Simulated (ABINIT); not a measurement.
# A GW chain in ABINIT: CdS (Greenockite), part 2 of 3

Wanted: ground state, empty states, screening and self-energy for CdS (Greenockite).

ABINIT 10.8.3; PBE and many-body steps on it, plane waves. Known limits of the many-body steps: not at the basis limit; no spin-orbit coupling; coarse k mesh.

So far. Step 2 (Ground state): The gap is direct, at Γ.

The database entry behind the starting cell differs from later determinations by our own check (about 0.35 % long), so it need not match the best structure at ambient conditions.

## Step 3: Bands along the symmetry lines

Level of this step: DFT, PBE, plane waves, norm-conserving pseudopotentials (ABINIT).

The cheap functional maps the bands first; the places of the edges decide which points the dearer methods must see.

File run.abi:

```
acell 3*1.0 Angstrom
rprim 
  4.149999999997 0.000000000001 0.000000000000
  -2.074999999999 3.594005425702 0.000000000000
  0.000000000000 0.000000000000 6.737000000000
ntypat 2
znucl 48 16
natom 4
typat 1 1 2 2
xred 
  0.333333333333 0.666666666667 0.000000000000
  0.666666666667 0.333333333333 0.500000000000
  0.333333333333 0.666666666667 0.375000000000
  0.666666666667 0.333333333333 0.875000000000
pp_dirpath "pseudos"
pseudos "Cd.upf, S.upf"
ecut 47
iscf -2
irdden 1
kptopt 0
nkpt 39
kpt 
  0.00000000 0.00000000 0.00000000
  0.12500000 0.00000000 0.00000000
  0.25000000 0.00000000 0.00000000
  0.37500000 0.00000000 0.00000000
  0.50000000 0.00000000 0.00000000
  0.45833333 0.08333333 0.00000000
  0.41666666 0.16666666 0.00000000
  0.37500000 0.25000000 0.00000000
  0.33333333 0.33333333 0.00000000
  0.25000000 0.25000000 0.00000000
  0.16666666 0.16666666 0.00000000
  0.08333333 0.08333333 0.00000000
  0.00000000 0.00000000 0.00000000
  0.00000000 0.00000000 0.12500000
  0.00000000 0.00000000 0.25000000
  0.00000000 0.00000000 0.37500000
  0.00000000 0.00000000 0.50000000
  0.12500000 0.00000000 0.50000000
  0.25000000 0.00000000 0.50000000
  0.37500000 0.00000000 0.50000000
  0.50000000 0.00000000 0.50000000
  0.45833333 0.08333333 0.50000000
  0.41666666 0.16666666 0.50000000
  0.37500000 0.25000000 0.50000000
  0.33333333 0.33333333 0.50000000
  0.25000000 0.25000000 0.50000000
  0.16666666 0.16666666 0.50000000
  0.08333333 0.08333333 0.50000000
  0.00000000 0.00000000 0.50000000
  0.50000000 0.00000000 0.50000000
  0.50000000 0.00000000 0.37500000
  0.50000000 0.00000000 0.25000000
  0.50000000 0.00000000 0.12500000
  0.50000000 -0.00000000 0.00000000
  0.33333333 0.33333333 0.50000000
  0.33333333 0.33333333 0.37500000
  0.33333333 0.33333333 0.25000000
  0.33333333 0.33333333 0.12500000
  0.33333333 0.33333333 0.00000000
istwfk *1
nband 33
nbdbuf 2
tolwfr 1e-08
nstep 40
prtwf 0
prtvol 0
indata_prefix "in"
outdata_prefix "out"
tmpdata_prefix "tmp"
```

Launch:

```sh
> OMP_NUM_THREADS=1 mpirun -n 8 abinit run.abi > log
```

Numbers of over 12 decimals in the logs are rounded to 6 here.

The program printed:

```text
.Version 10.8.3 of ABINIT. v10.8.2 released Aug 2026.

 Symmetries : space group P6_3 m c (#186); Bravais hP (primitive hexag.)
[... echo of the input left out ...]
== DATASET  1 ==================================================================
-   mpi_nproc: 8, omp_nthreads: 1 (-1 if OMP is not activated)

--- !DatasetInfo
iteration_state: {dtset: 1, }
dimensions: {natom: 4, nkpt: 39, mband: 33, nsppol: 1, nspinor: 1, nspden: 1, mpw: 10466, }
cutoff_energies: {ecut:  47.0, pawecutdg:  -1.0, }
electrons: {nelect:   5.20000000E+01, charge:   0.00000000E+00, occopt:   1.00000000E+00, tsmear:   1.00000000E-02, }

 Real(R)+Recip(G) space primitive vectors, cartesian coordinates (Bohr,Bohr^-1):
 R(1)=  7.8423634  0.0000000  0.0000000  G(1)=  0.1275126  0.0736194  0.0000000
 R(2)= -3.9211817  6.7916859  0.0000000  G(2)=  0.0000000  0.1472388  0.0000000
 R(3)=  0.0000000  0.0000000 12.7310849  G(3)=  0.0000000  0.0000000  0.0785479
 Unit cell volume ucvol=  6.7809411E+02 bohr^3
 Angles (23,13,12)=  9.00000000E+01  9.00000000E+01  1.20000000E+02 degrees

 getcut: wavevector=  0.0000  0.0000  0.0000  ngfft=  50  50  80
         ecut(hartree)=     47.000   => boxcut(ratio)=   2.03615

--- Pseudopotential description ------------------------------------------------
- Cd Generated using ONCVPSP code by D. R. Hamann
- 48.00000  20.00000  171031                  znucl, zion, pspdat
12 -101130 2 -1 1368                          pspcod,pspxc,lmax,lloc,mmax
     nproj     2     2     2
  pspatm : epsatm=   23.16453630
         --- l  ekb(1:nproj) -->
             0   51.917189    3.534234
             1    8.636196    1.282240
             2    0.687672   -0.678465
 pspatm: atomic psp has been read  and splines computed

- S Generated using ONCVPSP code by D. R. Hamann
- 16.00000   6.00000  171031                  znucl, zion, pspdat
12 -101130 2 -1 1146                          pspcod,pspxc,lmax,lloc,mmax
     nproj     2     2     2
  pspatm : epsatm=    9.01821529
         --- l  ekb(1:nproj) -->
[...]
pspatm: atomic psp has been read  and splines computed

--------------------------------------------------------------------------------

================================================================================
 prteigrs : about to open file out_EIG
 Non-SCF case, kpt    1 (  0.00000  0.00000  0.00000), residuals and eigenvalues=
  4.19E-09  3.82E-09  6.55E-09  4.47E-09  2.57E-09  6.13E-09  2.73E-09  8.09E-09
  2.86E-09  4.86E-09  4.75E-09  5.88E-09  6.72E-09  2.68E-09  5.30E-09  3.04E-09
  4.96E-09  7.02E-09  6.65E-09  8.10E-09  6.21E-09  7.46E-09  6.01E-09  2.10E-09
[...]
7.95E-05
 -3.5688E+00 -3.5687E+00 -2.1380E+00 -2.1380E+00 -2.1379E+00 -2.1379E+00
 -2.1379E+00 -2.1379E+00 -2.9514E-01 -2.7942E-01 -1.2671E-01 -1.2578E-01
 -1.2578E-01 -1.2266E-01 -1.2266E-01 -1.1137E-01 -1.1137E-01 -1.0811E-01
[...]
1.29E-05
[...]
Non-SCF case, kpt   38 (  0.33333  0.33333  0.12500), residuals and eigenvalues=
[...]
Non-SCF case, kpt   39 (  0.33333  0.33333  0.00000), residuals and eigenvalues=
[...]
-9.0672E-02 -9.0672E-02  2.2522E-02  2.2522E-02  4.4602E-02  8.8961E-02
  8.8961E-02  9.7912E-02  3.2676E-01  3.4227E-01  3.4227E-01  4.1885E-01
[...]
--- !ResultsGS
iteration_state: {dtset: 1, }
comment   : Summary of ground state results
lattice_vectors:
- [  7.8423634,   0.0000000,   0.0000000, ]
- [ -3.9211817,   6.7916859,   0.0000000, ]
- [  0.0000000,   0.0000000,  12.7310849, ]
lattice_lengths: [   7.84236,    7.84236,   12.73108, ]
lattice_angles: [ 90.000,  90.000, 120.000, ] # degrees, (23, 13, 12)
lattice_volume:   6.7809411E+02
convergence: {deltae:  0.000E+00, res2:  0.000E+00, residm:  9.992E-09, diffor:  0.000E+00, }
etotal    :  -3.72830653E+02
entropy   :   0.00000000E+00
fermie    :   1.56514680E-01
cartesian_stress_tensor: null
pressure_GPa: null
xred      :
- [  3.3333E-01,   6.6667E-01,   0.0000E+00, Cd]
- [  6.6667E-01,   3.3333E-01,   5.0000E-01, Cd]
- [  3.3333E-01,   6.6667E-01,   3.7500E-01,  S]
- [  6.6667E-01,   3.3333E-01,   8.7500E-01,  S]
cartesian_forces: null
force_length_stats: {min: null, max: null, mean: null, }

 Integrated electronic density in atomic spheres:
 ------------------------------------------------
 Atom  Sphere_radius  Integrated_density
[...]
================================================================================

 ----iterations are completed or convergence reached----

 Mean square residual over all n,k,spin=   49.970E-10; max=  99.916E-10
 reduced coordinates (array xred) for    4 atoms
[...]
0.333333333333      0.666666666667      0.375000000000
       0.666666666667      0.333333333333      0.875000000000

 cartesian coordinates (angstrom) at end:
    1     -3.3e-13     2.396004     0.000000
    2      2.075000     1.198002     3.368500
    3     -3.3e-13     2.396004     2.526375
    4      2.075000     1.198002     5.894875
 length scales=  1.889726125908  1.889726125908  1.889726125908 bohr
              =  1.000000000000  1.000000000000  1.000000000000 angstroms
 prteigrs : about to open file out_EIG
 Eigenvalues (hartree) for nkpt=  39  k points:
 kpt#   1, nband= 33, wtk=  1.00000, kpt=  0.0000  0.0000  0.0000 (reduced coord)
[...]
kpt#   2, nband= 33, wtk=  1.00000, kpt=  0.1250  0.0000  0.0000 (reduced coord)
[...]
kpt#   3, nband= 33, wtk=  1.00000, kpt=  0.2500  0.0000  0.0000 (reduced coord)
[...]
kpt#  38, nband= 33, wtk=  1.00000, kpt=  0.3333  0.3333  0.1250 (reduced coord)
[...]
0.48591
 kpt#  39, nband= 33, wtk=  1.00000, kpt=  0.3333  0.3333  0.0000 (reduced coord)
[...]
-0.11064   -0.10861   -0.09067   -0.09067    0.02252    0.02252    0.04460    0.08896
   0.08896    0.09791    0.32676    0.34227    0.34227    0.41885    0.42808    0.42808
   0.47372

== END DATASET(S) ==============================================================
================================================================================

 -outvars: echo values of variables after computation  --------
            nband          33
             nkpt          39
          spgroup         186
 [... the other variables as echoed above ...]

 Calculation completed.
```

Wall time 53 s (8 MPI ranks of Arm Neoverse V1, shared host); peak memory 0.82 GiB.

Numbers from this step:

```yaml
gap: 1.175 eV
k_of_the_valence_top: 0, 0, 0
k_of_the_conduction_bottom: 0, 0, 0
least_direct_gap: 1.175 eV
```

The gap is 1.175 eV, as in the run before at this level.

Electronic bands along the path, in eV, zero at the top of the highest filled band:

| point | band 23 | band 24 | band 25 | band 26 | band 27 | band 28 | band 29 | band 30 |
| --- | --- | --- | --- | --- | --- | --- | --- | --- |
| Γ | -0.76 | -0.05 | 0.00 | 0.00 | 1.18 | 2.76 | 6.44 | 6.44 |
| halfway | -1.92 | -1.35 | -0.50 | -0.37 | 2.95 | 3.98 | 5.48 | 6.38 |
| M | -2.63 | -1.85 | -1.29 | -0.73 | 3.69 | 3.86 | 5.09 | 6.36 |
| halfway | -2.66 | -2.15 | -1.43 | -1.18 | 4.29 | 4.67 | 4.92 | 6.42 |
| K | -3.05 | -1.84 | -1.84 | -1.59 | 4.63 | 5.05 | 5.05 | 7.14 |
| halfway | -2.37 | -1.64 | -0.65 | -0.62 | 3.37 | 4.49 | 5.54 | 5.78 |
| Γ | -0.76 | -0.05 | 0.00 | 0.00 | 1.18 | 2.76 | 6.44 | 6.44 |
| halfway | -0.65 | -0.65 | -0.12 | -0.12 | 2.06 | 2.84 | 6.28 | 6.51 |
| A | -0.39 | -0.39 | -0.39 | -0.39 | 2.82 | 2.82 | 6.16 | 6.16 |
| halfway | -1.31 | -1.31 | -0.88 | -0.88 | 3.79 | 3.79 | 5.39 | 5.39 |
| L | -1.32 | -1.32 | -1.32 | -1.32 | 3.46 | 3.46 | 5.36 | 5.36 |
| halfway | -1.93 | -1.93 | -1.16 | -1.16 | 3.98 | 3.98 | 5.69 | 5.69 |
| H | -2.38 | -2.38 | -1.11 | -1.11 | 4.36 | 4.36 | 6.08 | 6.08 |
| halfway | -1.33 | -1.33 | -1.17 | -1.17 | 4.11 | 4.11 | 5.40 | 5.40 |
| A | -0.39 | -0.39 | -0.39 | -0.39 | 2.82 | 2.82 | 6.16 | 6.16 |
| jump to L | -1.32 | -1.32 | -1.32 | -1.32 | 3.46 | 3.46 | 5.36 | 5.36 |
| halfway | -2.12 | -1.70 | -1.11 | -0.91 | 3.30 | 3.89 | 5.55 | 5.61 |
| M | -2.63 | -1.85 | -1.29 | -0.73 | 3.69 | 3.86 | 5.09 | 6.36 |
| jump to H | -2.38 | -2.38 | -1.11 | -1.11 | 4.36 | 4.36 | 6.08 | 6.08 |
| halfway | -2.86 | -1.85 | -1.47 | -1.47 | 4.75 | 4.75 | 5.07 | 6.71 |
| K | -3.05 | -1.84 | -1.84 | -1.59 | 4.63 | 5.05 | 5.05 | 7.14 |

## Step 4: Empty states on the mesh, 3×3×2 mesh, 91 bands

The sums over transitions need many empty states on a uniform mesh; this step solves for them.

File run.abi:

```
acell 3*1.0 Angstrom
rprim 
  4.149999999997 0.000000000001 0.000000000000
  -2.074999999999 3.594005425702 0.000000000000
  0.000000000000 0.000000000000 6.737000000000
ntypat 2
znucl 48 16
natom 4
typat 1 1 2 2
xred 
  0.333333333333 0.666666666667 0.000000000000
  0.666666666667 0.333333333333 0.500000000000
  0.333333333333 0.666666666667 0.375000000000
  0.666666666667 0.333333333333 0.875000000000
pp_dirpath "pseudos"
pseudos "Cd.upf, S.upf"
ecut 47
ngkpt 3 3 2
nshiftk 1
shiftk 0 0 0
kptopt 1
chksymbreak 0
iscf -2
irdden 1
istwfk *1
nband 91
nbdbuf 8
tolwfr 1e-09
nstep 60
prtvol 0
indata_prefix "in"
outdata_prefix "out"
tmpdata_prefix "tmp"
```

Launch:

```sh
> OMP_NUM_THREADS=1 mpirun -n 6 abinit run.abi > log
```

The program printed:

```text
.Version 10.8.3 of ABINIT. v10.8.2 released Aug 2026.

 Symmetries : space group P6_3 m c (#186); Bravais hP (primitive hexag.)
[... echo of the input left out ...]
== DATASET  1 ==================================================================
-   mpi_nproc: 6, omp_nthreads: 1 (-1 if OMP is not activated)

--- !DatasetInfo
iteration_state: {dtset: 1, }
dimensions: {natom: 4, nkpt: 6, mband: 91, nsppol: 1, nspinor: 1, nspden: 1, mpw: 10458, }
cutoff_energies: {ecut:  47.0, pawecutdg:  -1.0, }
electrons: {nelect:   5.20000000E+01, charge:   0.00000000E+00, occopt:   1.00000000E+00, tsmear:   1.00000000E-02, }

 Real(R)+Recip(G) space primitive vectors, cartesian coordinates (Bohr,Bohr^-1):
 R(1)=  7.8423634  0.0000000  0.0000000  G(1)=  0.1275126  0.0736194  0.0000000
 R(2)= -3.9211817  6.7916859  0.0000000  G(2)=  0.0000000  0.1472388  0.0000000
 R(3)=  0.0000000  0.0000000 12.7310849  G(3)=  0.0000000  0.0000000  0.0785479
 Unit cell volume ucvol=  6.7809411E+02 bohr^3
 Angles (23,13,12)=  9.00000000E+01  9.00000000E+01  1.20000000E+02 degrees

 getcut: wavevector=  0.0000  0.0000  0.0000  ngfft=  50  50  80
         ecut(hartree)=     47.000   => boxcut(ratio)=   2.03615

--- Pseudopotential description ------------------------------------------------
- Cd Generated using ONCVPSP code by D. R. Hamann
- 48.00000  20.00000  171031                  znucl, zion, pspdat
12 -101130 2 -1 1368                          pspcod,pspxc,lmax,lloc,mmax
     nproj     2     2     2
  pspatm : epsatm=   23.16453630
         --- l  ekb(1:nproj) -->
             0   51.917189    3.534234
             1    8.636196    1.282240
             2    0.687672   -0.678465
 pspatm: atomic psp has been read  and splines computed

- S Generated using ONCVPSP code by D. R. Hamann
- 16.00000   6.00000  171031                  znucl, zion, pspdat
12 -101130 2 -1 1146                          pspcod,pspxc,lmax,lloc,mmax
     nproj     2     2     2
  pspatm : epsatm=    9.01821529
         --- l  ekb(1:nproj) -->
[...]
pspatm: atomic psp has been read  and splines computed

--------------------------------------------------------------------------------

================================================================================
 prteigrs : about to open file out_EIG
 Non-SCF case, kpt    1 (  0.00000  0.00000  0.00000), residuals and eigenvalues=
  8.15E-10  9.22E-10  2.91E-10  5.32E-10  3.48E-10  3.69E-10  4.79E-10  7.41E-10
  1.91E-10  9.57E-10  4.28E-10  1.05E-10  4.83E-10  3.68E-10  9.12E-10  2.86E-10
  6.42E-10  3.92E-10  8.45E-10  6.92E-10  3.97E-10  1.56E-10  3.27E-10  1.09E-10
[...]
-3.5688E+00 -3.5687E+00 -2.1380E+00 -2.1380E+00 -2.1379E+00 -2.1379E+00
 -2.1379E+00 -2.1379E+00 -2.9514E-01 -2.7942E-01 -1.2671E-01 -1.2578E-01
 -1.2578E-01 -1.2266E-01 -1.2266E-01 -1.1137E-01 -1.1137E-01 -1.0811E-01
[...]
1.4207E+00  1.4207E+00  1.4276E+00  1.4814E+00  1.4814E+00  1.4935E+00
  1.5052E+00  1.5052E+00  1.5399E+00  1.5511E+00  1.5627E+00  1.5628E+00
  1.5736E+00
 prteigrs : prtvol=0 or 1, do not print more k-points.

--- !ResultsGS
iteration_state: {dtset: 1, }
comment   : Summary of ground state results
lattice_vectors:
- [  7.8423634,   0.0000000,   0.0000000, ]
- [ -3.9211817,   6.7916859,   0.0000000, ]
- [  0.0000000,   0.0000000,  12.7310849, ]
lattice_lengths: [   7.84236,    7.84236,   12.73108, ]
lattice_angles: [ 90.000,  90.000, 120.000, ] # degrees, (23, 13, 12)
lattice_volume:   6.7809411E+02
convergence: {deltae:  0.000E+00, res2:  0.000E+00, residm:  9.962E-10, diffor:  0.000E+00, }
etotal    :  -3.72830653E+02
entropy   :   0.00000000E+00
fermie    :   1.56514680E-01
cartesian_stress_tensor: null
pressure_GPa: null
xred      :
- [  3.3333E-01,   6.6667E-01,   0.0000E+00, Cd]
- [  6.6667E-01,   3.3333E-01,   5.0000E-01, Cd]
- [  3.3333E-01,   6.6667E-01,   3.7500E-01,  S]
- [  6.6667E-01,   3.3333E-01,   8.7500E-01,  S]
cartesian_forces: null
force_length_stats: {min: null, max: null, mean: null, }

 Integrated electronic density in atomic spheres:
 ------------------------------------------------
 Atom  Sphere_radius  Integrated_density
[...]
================================================================================

 ----iterations are completed or convergence reached----

 Mean square residual over all n,k,spin=   45.300E-11; max=  99.617E-11
 reduced coordinates (array xred) for    4 atoms
[...]
0.666666666667      0.333333333333      0.875000000000

 cartesian coordinates (angstrom) at end:
    1     -3.3e-13     2.396004     0.000000
    2      2.075000     1.198002     3.368500
    3     -3.3e-13     2.396004     2.526375
    4      2.075000     1.198002     5.894875
 length scales=  1.889726125908  1.889726125908  1.889726125908 bohr
              =  1.000000000000  1.000000000000  1.000000000000 angstroms
 prteigrs : about to open file out_EIG
 Eigenvalues (hartree) for nkpt=   6  k points:
 kpt#   1, nband= 91, wtk=  0.05556, kpt=  0.0000  0.0000  0.0000 (reduced coord)
[...]
1.30950    1.30950    1.38340    1.39824    1.41360    1.41360    1.42068    1.42068
   1.42762    1.48145    1.48145    1.49349    1.50522    1.50522    1.53993    1.55106
   1.56267    1.56276    1.57360
 prteigrs : prtvol=0 or 1, do not print more k-points.

== END DATASET(S) ==============================================================
================================================================================

 -outvars: echo values of variables after computation  --------
            nband          91
             nkpt           6
          spgroup         186
 [... the other variables as echoed above ...]

 Calculation completed.
```

Wall time 42 s (6 MPI ranks); peak memory 0.6 GiB.

This step gave:

| Item | Value |
| --- | --- |
| gap | 1.175 eV |
| k of the valence top | 0, 0, 0 |
| k of the conduction bottom | 0, 0, 0 |
| least direct gap | 1.175 eV |
| k points computed | 6 |
| lowest point of the top converged band, above the valence top | 34.12 eV |

On this mesh the gap is 1.175 eV.

## Step 5: Screening, 3×3×2 mesh, 83 bands, screening to 87.1 eV

The RPA dielectric matrix is built and inverted for each q.

This step: RPA screening on PBE, plane waves, norm-conserving pseudopotentials.

run.abi, as its differences from that of step 4:

```diff
@@ -22,10 +22,11 @@
 chksymbreak 0
-iscf -2
-irdden 1
 istwfk *1
-nband 91
-nbdbuf 8
-tolwfr 1e-09
-nstep 60
-prtvol 0
+occopt 1
+irdwfk 1
+optdriver 3
+nband 83
+ecuteps 3.2
+inclvkb 2
+awtr 1
+symchi 1
 indata_prefix "in"
```

Launch:

```sh
> OMP_NUM_THREADS=1 mpirun -n 8 abinit run.abi > log
```

The program printed:

```text
.Version 10.8.3 of ABINIT. v10.8.2 released Aug 2026.

 Symmetries : space group P6_3 m c (#186); Bravais hP (primitive hexag.)
[... echo of the input left out ...]
== DATASET  1 ==================================================================
-   mpi_nproc: 8, omp_nthreads: 1 (-1 if OMP is not activated)

--- !DatasetInfo
iteration_state: {dtset: 1, }
dimensions: {natom: 4, nkpt: 6, mband: 83, nsppol: 1, nspinor: 1, nspden: 1, mpw: 10458, }
cutoff_energies: {ecut:  47.0, pawecutdg:  -1.0, }
electrons: {nelect:   5.20000000E+01, charge:   0.00000000E+00, occopt:   1.00000000E+00, tsmear:   1.00000000E-02, }

 SCREENING: Calculation of the susceptibility and dielectric matrices

 Based on a program developped by R.W. Godby, V. Olevano, G. Onida, and L. Reining.
 Incorporated in ABINIT by V. Olevano, G.-M. Rignanese, and M. Torrent.
.Using double precision arithmetic ; gwpc =  8

[... cell and pseudopotentials left out ...]
--------------------------------------------------------------------------------

 ==== K-mesh for the wavefunctions ====
 Number of points in the irreducible wedge :     6
[... list of points left out ...]
 Together with 12 symmetry operations and time-reversal symmetry
 yields    18 points in the full Brillouin Zone.

 ==== Q-mesh for the screening function ====
 Number of points in the irreducible wedge :     6
[... list of points left out ...]
 Together with 12 symmetry operations and time-reversal symmetry
 yields    18 points in the full Brillouin Zone.

 setmesh: FFT mesh size selected  =    27x   27x   50
          total number of points  =        36450

 vcoul_init : cutoff-mode = AUXILIARY_FUNCTION
 q-points for optical limit:   1
     1)      0.000010    0.000020    0.000030

- screening: taking advantage of time-reversal symmetry
- Maximum band index for partially occupied states nbvw = 26
- Remaining bands to be divided among processors   nbcw = 57
- Number of bands treated by each node ~7

 Number of electrons calculated from density =   52.0000; Expected =   52.0000
 average of density, n =  0.076686
 r_s =    1.4602
 omega_plasma =   26.7124 [eV]

 calculating chi0 at frequencies [eV] :
  1    0.000000E+00    0.000000E+00
  2    0.000000E+00    2.671236E+01

--------------------------------------------------------------------------------
  q-point number  1        q = ( 0.000000, 0.000000, 0.000000) [r.l.u.]
--------------------------------------------------------------------------------
[... chi0 elements left out ...]
 For q-point:  0.000010 0.000020 0.000030
  dielectric constant =  13.8711
  dielectric constant without local fields =  14.6640

  Average fulfillment of the sum rule on Im[epsilon] for q-point    1 :     36.15  [%]
[... wings left out ...]
  q-point number  2        q = ( 0.333333, 0.000000, 0.000000) [r.l.u.]
--------------------------------------------------------------------------------
[... chi0 elements left out ...]
  Average fulfillment of the sum rule on Im[epsilon] for q-point    2 :     40.91  [%]

 [... 4 further q-points ...]
```

Elapsed: 19 s, on 8 MPI ranks; peak memory 1.9 GiB; 2.5 min of CPU time.

Numbers from this step:

```yaml
eps_infinity_with_local_fields_on_this_mesh_along_the_program_s_q_direction: 13.87
the_same_without_local_fields: 14.66
plasma_frequency: 26.71 eV
plane_waves_in_the_screening_matrix: 185
```

Local fields lower ε∞ by 5 %. On a Γ-centred mesh this coarse the value itself is usually too large, while a short band sum pulls it down.

(Part 2 of 3 ends here.)

[Paths, hosts, dates, memory and timing lines, banners, echoed tables and standing remarks are left out of the program output.]

[Logs are printed without paths, hosts, clocks, repeated set-up lines and the standing remarks that a program may print on its own settings, such as how far it seeks lower states.]

[Runs of the session that timed out or met a known fault of the program may be left out.]

[Hosts, paths, dates, database ids (printed as entryN), source tags and the programs' standing remarks are cut or masked in the printed files.]

[G0W0 gaps are taken among the corrected bands and points alone; a level outside them can change the order at an edge.]

[Where Ansatz stands beside ABINIT at settings called matched, ABINIT's density can come from a denser mesh and the files from another edition; pairs whose starting gaps differed by over 0.03 eV were left out, so agreement reads better than it is.]
